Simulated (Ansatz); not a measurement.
Set up this calculation in Ansatz 0.2.0, as the native input.

```
Task                : single point
Functional          : PBEsol0
Potentials or basis : Ansatz PAW
Cutoff              : 420 eV (not typed: the program's choice for these potentials)
k mesh              : 6 × 6 × 6
Occupations         : fermi-dirac, width 0.05 eV
Spin                : no spin polarisation
```

The system is Zn.

```xyz
1
Lattice="-1.5936 1.7766 1.7460 1.5039 -1.5066 1.3864 1.5441 1.4572 -1.4760" Properties=species:S:1:pos:R:3 pbc="T T T"
Zn    0.0000    0.0000    0.0000
```

The cell isn't the ideal one: cell sheared at random, sigma 0.06, atoms nudged by 0.01 Å.

One way to write it, as run:

input

```
crystal:
  lattice:
    - [-1.59358157, 1.77661514, 1.74602158]
    - [1.50392065, -1.5066388, 1.38638431]
    - [1.54411154, 1.45716877, -1.47604523]
  atoms:
    - { symbol: Zn, position: [0.0, 0.0, 0.0] }
hamiltonian:
  xc: { exchange: pbesol, correlation: pbesol, exx: { coeff: 0.25 } }
  pseudopotentials: { kind: paw }
kpoints:
  mp_grid: { grid: [6, 6, 6] }
scf:
  occupations: { method: fermi_dirac, width: 0.05 }
output:
  forces: true
  stress: true
  eigenvalues: true
```

Results of the run:

```json
{
  "Pressure": "-1.5 GPa",
  "Band gap on the k mesh": "none (metal or under the smearing width)"
}
```

Caveat: the k mesh is coarse (spacing up to 0.50 Å⁻¹), so the values aren't converged, least of all with exact exchange; the PAW data sets come from PBE, with cores solved anew for the run's functional, which leaves a small shift of forces and pressure; the thresholds are loose for stress.

It took 44 s on 1 × NVIDIA H100 80GB HBM3 with 2 threads of AMD EPYC 7R13 Processor (Zen 3), with other jobs on the host, peak memory 1.7 GiB.
